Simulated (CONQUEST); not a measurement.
**HfO2 under changes of volume**

One of the cells (10.912 Å³/atom); the others are scaled copies at fixed shape and fractional positions:

```
Hf O
1.0
     3.55802    0.00000    0.00000
     0.00000    3.55802    0.00000
     0.00000    0.00000    5.17186
Hf O
2 4
Direct
  0.00000 0.00000 0.00000
  0.50000 0.50000 0.50000
  0.50000 0.00000 0.80279
  0.00000 0.50000 0.69721
  0.00000 0.50000 0.19721
  0.50000 0.00000 0.30279
```

Measurements of this composition are mostly on another form, of space group No. 14.

```yaml
Program: CONQUEST 1.3
Functional: PBEsol
Potentials_or_basis: PseudoDojo NC PBEsol, DZP, grid of 40 × 40 × 60 points
k_mesh: 8 × 8 × 5
Occupations: fermi-dirac, width 0.05 eV
Spin: no spin polarisation
```

```csv
volume (Å³/atom),energy over the lowest point (meV/atom),pressure (GPa),gap on the mesh (eV),largest force (eV/Å)
10.257,50.44,21.8,4.70,0.566
10.476,25.37,15.3,4.63,0.438
10.694,9.05,8.8,4.57,0.300
10.912,?,?,?,?
11.130,0.00,-1.6,4.43,0.060
11.349,5.41,-6.3,4.36,0.034
11.567,16.66,-10.3,4.28,0.085
```

Task: What does the run at 10.912 Å³/atom give?

Result: Energy over the lowest point 1.20 meV/atom; pressure 3.3 GPa; gap on the mesh 4.50 eV; largest force 0.162 eV/Å.

Worked out: A Birch-Murnaghan fit of order 3 (a polynomial in V^(-2/3)) to the other rows has its minimum at 11.05 Å³/atom with B0 = V·E''(V) = 249 GPa and B' = 4.4 at fixed shape and positions, which overstates the stiffness. It gives 0.96 meV/atom at 10.912 Å³/atom, against the run's 1.20, and -dE/dV = 3.3 GPa, against 3.3. A straight line through the other rows of the gap, of slope -3.46 eV per unit of ln V, gives 4.49 eV, against the run's 4.50.

Energies are extrapolated to zero smearing.

Caveats: spin-orbit coupling is left out, which moves the levels of the heavy elements; an odd mesh through Γ misses points on the zone boundary, where band edges often lie; the basis of atomic orbitals isn't converged, which shifts pressures, moduli and gaps.
